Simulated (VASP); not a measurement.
The system is Zr.

```
Zr
1.0
     4.18298    0.00000    0.00000
    -2.09149    3.62257    0.00000
     0.00000    0.00000    4.74573
Zr
3
Direct
  0.22540 0.00000 0.33333
  0.00000 0.22540 0.66667
  0.77460 0.77460 0.00000
```

The cell was built by a generator and needn't be a form met in nature.

```yaml
Program: VASP 6.6.1
Task: relaxation of cell and atoms
Functional: r2SCAN
Potentials_or_basis: VASP PAW PBE potentials, release 64 (Zr_sv)
Cutoff: 600 eV
k_mesh: 6 × 6 × 4
Occupations: gaussian, width 0.1 eV
Spin: no spin polarisation
```

At the start: pressure 9.0 GPa; volume 23.97 Å³/atom.

**Question.** How do energy, volume and symmetry change on relaxing?

**Answer.** Over 33 steps the energy falls by 1766.7 meV/atom and the volume is 22.58 Å³/atom (-5.8 %); space group R-3m (No. 166, to 0.05 Å).

The path:
| step | energy change (eV) | largest force (eV/Å) | pressure (GPa) | volume (Å³) |
| --- | --- | --- | --- | --- |
| 1 | 0.0000 | 4.1276 | 8.98 | 71.91 |
| 2 | -1.4752 | 2.1117 | -6.34 | 86.82 |
| 3 | -1.5610 | 1.6069 | -8.32 | 90.42 |
| 4 | -2.6354 | 0.3436 | -4.14 | 77.63 |
| 5 | -2.7620 | 0.0927 | -0.11 | 72.71 |
| 6 | -3.1470 | 0.2761 | 0.91 | 71.08 |
| 7 | -4.4666 | 0.6357 | 6.97 | 64.17 |
| 8 | 28.4681 | 2.2181 | 345.96 | 40.03 |
| 9 | -4.4846 | 0.6764 | 7.73 | 63.82 |
| 10 | -3.6957 | 1.4658 | 33.87 | 53.68 |
| 11 | -4.3072 | 0.6624 | 23.00 | 57.60 |
| 12 | -4.6012 | 0.6710 | 14.19 | 60.89 |
| 13 | -4.6643 | 0.5874 | 13.61 | 61.21 |
| 14 | -4.7988 | 0.4119 | 12.74 | 62.08 |
| 15 | -4.8788 | 0.7374 | 8.90 | 63.32 |
| 16 | -3.4649 | 0.7147 | 20.60 | 63.49 |
| 17 | -4.9227 | 0.8556 | 8.31 | 63.48 |
| 18 | -4.8296 | 0.9582 | 9.96 | 63.82 |
| 19 | -4.9667 | 0.9522 | 8.53 | 63.70 |
| 20 | -4.9607 | 0.9673 | 8.69 | 63.74 |
| 21 | -5.0450 | 0.8590 | 5.96 | 65.05 |
| 22 | -5.1207 | 0.6439 | 1.36 | 67.71 |
| 23 | -5.1226 | 0.6101 | 0.71 | 68.14 |
| 24 | -5.1435 | 0.5965 | 0.37 | 68.32 |
| 25 | -5.1923 | 0.5489 | -0.66 | 68.85 |
| 26 | -5.2067 | 0.3604 | -2.36 | 69.85 |
| 27 | -5.2166 | 0.4461 | -1.72 | 69.44 |
| 28 | -5.2438 | 0.3914 | -0.71 | 68.57 |
| 29 | -5.2697 | 0.2237 | 1.93 | 66.62 |
| 30 | -5.2920 | 0.1008 | 1.31 | 66.94 |
| 31 | -5.2984 | 0.0604 | 0.71 | 67.29 |
| 32 | -5.2988 | 0.0283 | 0.80 | 67.23 |
| 33 | -5.3002 | 0.0073 | 0.06 | 67.73 |

Final structure:
```cif
data_structure
_symmetry_space_group_name_H-M 'P 1'
_symmetry_Int_Tables_number 1
_cell_length_a 5.4040
_cell_length_b 5.4040
_cell_length_c 2.6779
_cell_angle_alpha 90.000
_cell_angle_beta 90.000
_cell_angle_gamma 120.000
_cell_volume 67.73
loop_
_atom_site_label
_atom_site_type_symbol
_atom_site_fract_x
_atom_site_fract_y
_atom_site_fract_z
_atom_site_occupancy
Zr1 Zr 0.33314 0.00000 0.33333 1
Zr2 Zr 0.00000 0.33314 0.66667 1
Zr3 Zr 0.66686 0.66686 0.00000 1
```

Caveat: the PAW data sets were made with another functional, which shifts forces and pressure a little.
